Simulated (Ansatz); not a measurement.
A run of Ansatz 0.2.0 is set up as follows.

File input.yaml:

```yaml
crystal:
  lattice:
    - [3.653659, 0.0, 0.0]
    - [0.0, 3.653659, 0.0]
    - [0.0, 0.0, 3.653659]
  atoms:
    - { symbol: Pb, position: [0.0, 0.0, 0.0] }
    - { symbol: S, position: [0.5, 0.5, 0.5] }
hamiltonian:
  xc: pbe
  pseudopotentials: { kind: paw }
kpoints:
  mp_grid: { grid: [7, 7, 7] }
scf:
  occupations: { method: gaussian, width: 0.018 }
output:
  forces: true
  stress: true
  eigenvalues: true
```

Potentials or basis: Ansatz PAW.

The run is started by

```bash
$ ansatz run input.yaml --threads 2 --pin off --max-ram 5632MiB --backend cpu --events-out ev --progress --plain --runs-dir out
```

Problem. What does it give for the band gap on the k mesh?

Solution. 0.10 eV, indirect (least direct gap 1.43 eV).

Problem. What does it give for the pressure?

Solution. 0.3 GPa.

Caveat: odd divisions of the mesh miss points on the zone boundary, where band edges often lie, so the gap on the mesh can be too wide; spin-orbit coupling is left out, which as a rule narrows the gap of such compounds by several tenths of an eV. A k mesh can miss the band edges.
